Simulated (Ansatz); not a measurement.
## TaC under strain — field gradients at the nuclei

The cell is a structure deposited in the COD, relaxed with PBE at fixed cell and then changed (z stretched by 1 %, ions relaxed).

```
CELL_PARAMETERS angstrom
0.00000 2.24500 2.26745
2.24500 0.00000 2.26745
2.24500 2.24500 0.00000
ATOMIC_POSITIONS crystal
Ta 0.00000 0.00000 0.00000
C 0.50000 0.50000 0.50000
```

Atom numbers follow the list; atoms alike are taken as one site, whose name carries the number of the first.

Computed with Ansatz: DFT, PBE, plane waves and PAW, scalar-relativistic, collinear spin, 420 eV cutoff, Γ-centred 18×18×18 k-points, Fermi–Dirac smearing 0.05 eV. Start moments as typed (μB): 1 on each Ta, none on the rest.

C_Q = eQV_zz/h, which is 24.18 MHz for Q = 1 b and V_zz = 10²¹ V/m²; η = (V_xx − V_yy)/V_zz.

¹⁸¹Ta: I = 7/2, Q = 3170 mb. Nuclear quadrupole moments: year-2017 set (Pyykkö).

```csv
site,atoms (order as listed),first shell,V_zz (10²¹ V/m²),η,C_Q (MHz)
Ta,1,6 C at 2.25–2.27 Å,4.68,0.00,359
C,2,6 Ta at 2.25–2.27 Å,0.19,0.00,–
```

An axis of threefold or higher order runs through Ta and C, so V_zz lies along it and η is zero.

C has no stable isotope with a ground-state quadrupole moment in the table, so no C_Q is given.

With no gap above 0.1 eV, as in a metal, the gradients converge slowly in k; expect changes of a tenth or more on a denser mesh. Without spin–orbit coupling the gradients at and beside Ta can be off by some per cent, at some sites by more. With these PAW files V_zz is typically within 2 to 3 % of all-electron values, but misses above 10 % occur on Ta. At this changed cell the PBE pressure is -6 GPa. The start moments die out, and the run ends without spin.
